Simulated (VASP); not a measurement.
Write the native input for VASP 6.6.1 that does the following.

```yaml
Task: chemical shielding
Functional: PBE
Potentials_or_basis: VASP PAW PBE potentials, release 64 (Te, Sn_d)
Cutoff: 520 eV
k_mesh: 5 × 5 × 5
Occupations: gaussian, width 0.02 eV
Spin: no spin polarisation
Further_INCAR_settings: ALGO = Normal; EDIFF = 1e-08
```

The structure of SnTe lies in POSCAR:

```
SnTe
1.0
    0.0000000000      3.1508500000      3.1508500000
    3.1508500000      0.0000000000      3.1508500000
    3.1508500000      3.1508500000      0.0000000000
Te Sn
1 1
Direct
    0.5000000000      0.5000000000      0.5000000000
    0.0000000000      0.0000000000      0.0000000000
```

The input as run:

INCAR

```
PREC = Accurate
ENCUT = 520
EDIFF = 1E-8
ISMEAR = 0
SIGMA = 0.02
LREAL = F
LASPH = T
NELM = 80
ALGO = Normal
ISIF = 2
LWAVE = F
LCHARG = F
GGA = PE
LCHIMAG = T
DQ = 0.001
ICHIBARE = 1
LNMR_SYM_RED = T
```

KPOINTS

```
Automatic mesh
0
Gamma
  5 5 5
```

Potentials or basis: VASP PAW PBE potentials, release 64 (Te, Sn_d).

The run is started by

```sh
$ cat potpaw_PBE.64/Te/POTCAR potpaw_PBE.64/Sn_d/POTCAR > POTCAR
$ mpirun -np 1 vasp_std > vasp.out
```

Run time: 110 s on 1 thread of Intel(R) Xeon(R) 6975P-C (Granite Rapids), with other jobs on the host, peak memory 0.24 GiB.
